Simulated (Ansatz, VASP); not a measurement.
**SnSe in VASP and in Ansatz**

```
Se Sn
1.0
     4.20411    0.00000    0.00000
    -2.10205    3.64087    0.00000
     0.00000    0.00000   25.58160
Se Sn
3 3
Cartesian
  0.0000 2.4272 8.5000
  0.0000 0.0000 11.9326
  2.1021 1.2136 15.5035
  2.1021 1.2136 10.2163
  0.0000 2.4272 13.3978
  0.0000 0.0000 16.9379
```

Alike in both runs: functional PBEsol; k mesh 9 × 9 × 1; occupations gaussian, width 0.05 eV; no spin polarisation.

Ansatz relaxed the structure, and its values are those at the end. VASP's run is a single point on that final structure, the one shown.

|  | VASP | Ansatz |
| --- | --- | --- |
| version | VASP 6.6.1 | Ansatz 0.2.0 |
| potentials or method | VASP PAW PBE potentials, release 64 (Se, Sn_d) | scalar-relativistic, plane waves, PAW |
| plane-wave cutoff (eV) | 520 | 420 |
| valence electrons in the cell | 60 | 90 |

Ansatz gave:

| Item | Value |
| --- | --- |
| gap on the k mesh at the Fermi level (eV) | 0.16 |
| least direct gap on the mesh (eV) | 0.35 |
| rms of the force components (eV/Å) | 0.748 |

Q: Which values does VASP return?

A: gap on the k mesh at the Fermi level (eV): 0.16; least direct gap on the mesh (eV): 0.35; rms of the force components (eV/Å): 0.746.

The two sets of potentials don't hold the same shells in valence. Ansatz warned: «xc_potential_rough_in_thin_density».

Caveats: the PAW data sets were made with another functional, which shifts forces and pressure a little (VASP); spin-orbit coupling is left out, which moves the levels of the heavy elements.
